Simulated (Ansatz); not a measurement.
Input for Ansatz (plane-wave DFT, PAW):

```yaml
crystal:
  lattice:
    - [2.8200300622, 0.0, 0.0]
    - [-1.4100150311, 2.5170030989, 0.0]
    - [0.0, 0.0, 24.6013551323]
  atoms:
    - { symbol: Au, position: [0.663863951, 0.327727902, 0.304861255] }
    - { symbol: Au, position: [0.336136049, 0.672272098, 0.4024306275] }
    - { symbol: Au, position: [0.663863951, 0.327727902, 0.5] }
    - { symbol: Au, position: [0.336136049, 0.672272098, 0.5975693725] }
    - { symbol: Au, position: [0.663863951, 0.327727902, 0.695138745] }
basis:
  ecutwfc: 420
kpoints:
  mp_grid: { grid: [14, 14, 1] }
hamiltonian:
  xc: pbesol
scf:
  occupations: { method: fermi_dirac, width: 0.025 }
output:
  forces: true
  stress: true
  eigenvalues: true
efield:
  axis: 3
  dipole_correction: true
  ramp_width: 0.04
```

Run as
```bash
ansatz run input.yaml --threads 1 --pin off --max-ram 2560MiB --backend cpu --events-out ev --progress --plain --runs-dir out
```

The calculation used Ansatz, DFT PBEsol, scalar-relativistic, plane waves, PAW.

Abridged output (final results; tables in files aren't shown):

```
SCF 1 converged in 9 iterations: F = -65034.591228 eV  dr2 = 9.02e-9
SCF converged after 9 iterations
Free energy (F): -65034.591228 eV
Harris-Foulkes:  -65034.591228 eV  (|F-HF|=2.50e-8)
Internal energy: -65034.585388 eV  (E = F + TS)
E sigma→0 (E₀):  -65034.588308 eV
Entropy (-TS):   -0.005840 eV (-1.168 meV/atom)
Fermi energy:    7.151644 eV
Dipole field:    D = 0.000001 V/Å  (p = 0.000001 e·Å, saw-weighted, corrected)
Work function:   Φ+ = 5.3937 eV   Φ− = 5.3937 eV
Levels:          The Fermi level and band energies are counted from a zero that moves with the ramp; work functions are not
--- Per-component energies (eV) ---
  E_band       = -2290.917781
  E_kinetic    = 3021.842973
  E_local      = -135753.172422  (includes V_loc(G=0)·N_el)
  E_nonlocal   = 388.475448
  E_hartree    = 66620.658368
  E_xc         = -1130.898104
  E_vxc        = -1370.266801  (∫ρ·V_xc dr)
  E_paw        = -47829.075178  (= ΣΔE_a)
  E_vpaw       = -1819.112024  (= ΣTr[D̂ρ^β])
  E_aug_tail   = 0.007059  (compensation charges beyond the density's cutoff)
  E_efield     = 0.000000  (sawtooth field / dipole correction)
  E_vefield    = 0.000000  (∫n·V_field dr)
  E_ewald      = 49646.029072
  E_core_change = 1.547395  (= ΣΔE_core)
  E_smearing   = -0.005840  (= −TS)
--- Forces (eV/Å), atoms counted from 1 ---
  atom   1  Au     0.00000000     0.00078056    -0.07519704
  atom   2  Au     0.00000000    -0.00677199     0.10597036
  atom   3  Au     0.00000000     0.01198317    -0.00000004
  atom   4  Au     0.00000000    -0.00677189    -0.10597010
  atom   5  Au     0.00000000     0.00078057     0.07519647
--- Stress (GPa, compression-positive) ---
       -2.044891       0.000000       0.000000
        0.000000      -2.666559       0.000000
        0.000000       0.000000       0.195484
  P = ⅓ Tr σ = -1.5053 GPa (-15.053 kbar)
--- Band table (eV; the first three rows and the last of 57) ---
  k-point 0: bands = ["-98.2696", "-98.2691", "-98.2467", "-97.8738", "-97.8738", "-49.7338", "-49.6659", "-49.6039", "-49.6012", "-49.5958", "-49.5932", "-49.5924", "-49.5684", "-49.5506", "-49.2181", "-49.2181", "-49.2142", "-49.2142", "-49.1995", "-49.1994", "-2.4200", "-1.6121", "-0.6336", "-0.0767", "-0.0672", "2.3103", "2.4024", "2.4041", "2.4597", "2.6367", "2.8018", "2.8045", "2.8267", "2.9486", "2.9836", "2.9892", "3.2988", "3.3442", "3.8015", "3.9160", "3.9935", "4.2669", "4.4299", "4.7384", "4.8346", "5.0746", "5.1295", "5.1331", "5.1491", "6.1709", "7.0739", "11.5133", "12.4555", "12.5917", "14.0410", "14.5187", "16.5908"]
  k-point 1: bands = ["-98.2692", "-98.2687", "-98.2464", "-97.8735", "-97.8735", "-49.7314", "-49.6655", "-49.6061", "-49.6051", "-49.6043", "-49.6032", "-49.5894", "-49.5702", "-49.5586", "-49.2265", "-49.2265", "-49.2162", "-49.2162", "-49.1987", "-49.1986", "-2.2650", "-1.4605", "-0.4838", "0.0576", "0.0795", "2.2375", "2.3390", "2.3548", "2.4303", "2.5839", "2.8197", "2.8741", "2.8901", "2.8971", "2.9639", "3.0748", "3.3771", "3.4358", "3.5993", "3.7966", "3.9568", "4.2599", "4.4031", "4.7631", "4.8247", "4.8555", "5.1256", "5.1310", "5.1645", "6.5241", "7.5594", "11.5835", "12.5696", "12.7093", "14.1651", "14.6135", "16.7012"]
  k-point 2: bands = ["-98.2680", "-98.2675", "-98.2453", "-97.8723", "-97.8723", "-49.7248", "-49.6652", "-49.6294", "-49.6280", "-49.6122", "-49.6089", "-49.5900", "-49.5803", "-49.5753", "-49.2502", "-49.2502", "-49.2218", "-49.2218", "-49.1965", "-49.1964", "-1.8201", "-1.0345", "-0.0761", "0.4121", "0.4747", "2.0901", "2.1494", "2.1576", "2.3541", "2.4950", "2.6594", "2.7713", "3.0017", "3.1310", "3.1528", "3.2059", "3.3373", "3.5407", "3.6672", "3.6937", "3.9421", "4.0739", "4.3548", "4.4301", "4.7619", "4.7944", "5.1310", "5.2025", "5.5759", "7.1621", "8.5916", "11.8057", "12.9112", "13.0645", "14.5330", "14.8954", "17.0170"]
  k-point 56: bands = ["-98.2594", "-98.2593", "-98.2375", "-97.8641", "-97.8641", "-49.7826", "-49.7770", "-49.7536", "-49.6745", "-49.6679", "-49.6530", "-49.6419", "-49.6094", "-49.6079", "-49.3849", "-49.3849", "-49.2886", "-49.2886", "-49.1804", "-49.1804", "0.9043", "0.9262", "1.2415", "1.2802", "1.4188", "1.6541", "1.9640", "2.0773", "2.1593", "2.4843", "2.5660", "2.7926", "3.0838", "3.1805", "3.3387", "3.5127", "3.5188", "3.7211", "4.3303", "4.3492", "4.6575", "4.8975", "5.2404", "5.4708", "5.5441", "7.4233", "7.8230", "8.5512", "9.7479", "11.3173", "11.9592", "12.7214", "13.7995", "13.9497", "14.2985", "14.6370", "15.5852"]
```

The run converged.

The run took 21 s on 1 thread of Intel(R) Xeon(R) 6975P-C (Granite Rapids), with other jobs on the host, peak memory 0.65 GiB.

Spin–orbit coupling is left out, which can shift energies with elements as heavy as these.